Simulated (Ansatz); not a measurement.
# LiH: where the heat goes in a short trajectory

All numbers below come from DFT PBE, scalar-relativistic, plane waves, PAW in Ansatz 0.2.0. The runs took a 420 eV cutoff, a shifted (0.5, 0.5, 0.5 steps) 2×2×2 mesh and Fermi–Dirac smearing (0.039 eV). The mesh is coarse. No spin polarisation.

16 atoms start on the lattice sites below (V = 135.7 Å³, 1.01 times the source cell's; static pressure -1.89 GPa, largest force component 0.00 eV/Å) with velocities drawn for 450 K; Langevin thermostat aiming at the same temperature, fixed cell, 150 steps of 0.5 fs.

```yaml
crystal:
  lattice:
    - [-4.07851, -4.07851, 0.00000]
    - [-4.07851, 0.00000, -4.07851]
    - [0.00000, -4.07851, -4.07851]
  atoms:
    - { symbol: Li, position: [0.50000, 0.50000, 0.50000] }
    - { symbol: Li, position: [0.00000, 0.50000, 0.50000] }
    - { symbol: Li, position: [0.50000, 0.00000, 0.50000] }
    - { symbol: Li, position: [0.00000, 0.00000, 0.50000] }
    - { symbol: Li, position: [0.50000, 0.50000, 0.00000] }
    - { symbol: Li, position: [0.00000, 0.50000, 0.00000] }
    - { symbol: Li, position: [0.50000, 0.00000, 0.00000] }
    - { symbol: Li, position: [0.00000, 0.00000, 0.00000] }
    - { symbol: H, position: [0.25000, 0.25000, 0.25000] }
    - { symbol: H, position: [0.75000, 0.25000, 0.25000] }
    - { symbol: H, position: [0.25000, 0.75000, 0.25000] }
    - { symbol: H, position: [0.75000, 0.75000, 0.25000] }
    - { symbol: H, position: [0.25000, 0.25000, 0.75000] }
    - { symbol: H, position: [0.75000, 0.25000, 0.75000] }
    - { symbol: H, position: [0.25000, 0.75000, 0.75000] }
    - { symbol: H, position: [0.75000, 0.75000, 0.75000] }
```

```
t (fs) T (K) kinetic energy (meV/atom) potential energy over the first frame (meV/atom) P with the kinetic part (GPa)
   0.0    422                       54.5                                               0.0                          -1.20
   5.0    237                       30.6                                              17.2                          -1.09
  10.0    212                       27.5                                              31.1                          -0.70
  15.0    402                       52.0                                              28.9                          -0.24
  20.0    315                       40.7                                              43.6                          -0.07
  25.0    360                       46.5                                              43.3                          -0.19
  30.0    331                       42.7                                              36.7                          -0.40
  35.0    433                       56.0                                              37.4                          -0.01
  40.0    409                       52.8                                              45.8                           0.18
  45.0    468                       60.6                                              39.9                           0.03
  50.0    417                       53.9                                              46.6                          -0.06
  55.0    440                       56.9                                              55.7                           0.18
  60.0    404                       52.2                                              62.8                           0.61
  65.0    457                       59.1                                              55.5                           0.79
  70.0    426                       55.0                                              45.9                           0.33
  75.0    460                       59.5                                              43.8                           0.20
```

T counts 3N degrees of freedom. Means over every step of the second half, not only the rows shown: T = 448 K, kinetic energy 57.9 meV/atom, potential energy 49.4 meV/atom, P = 0.30 GPa.

Does the potential energy follow equipartition for harmonic vibrations?

In a harmonic crystal each vibration holds as much potential as kinetic energy on average; T is counted on all 3N degrees of freedom here, and the thermostat also drives the centre of mass, which has no potential energy, so the share is (N − 1)/N of the kinetic energy, 54.3 meV/atom. The run has 49.4, a ratio of 0.91. That is near one, as for a crystal vibrating about its sites. So short a run gives a rough mean.

Split the rise of pressure into the kinetic part and the rest. Can a thermal Grüneisen parameter be estimated?

The program counts the kinetic part as N k_B T/V = 0.73 GPa. The pressure lies 2.19 GPa over the static one in all, so the forces add 1.46 GPa. For a harmonic mode with ω ∝ V^(−γ) and an amplitude that scales with the cell, the forces add (2γ − 2/3)U/V, which needs no equipartition; when U equals the kinetic energy K, this and the kinetic part 2K/(3V) sum to the Mie–Grüneisen γE_th/V. With U = N × 49.4 meV, γ = 1/3 + V ΔP_forces/(2U) = 1.12, for harmonic vibrations a mean over the modes weighted by their potential energy, for uniform scaling of the cell (in a layered or otherwise anisotropic crystal this differs from γ under hydrostatic pressure). Most solids fall between 1 and 3, and tetrahedral, framework and layered ones often lower; anharmonic motion and pressure swings in a cell of 16 atoms make this value uncertain by tenths or more.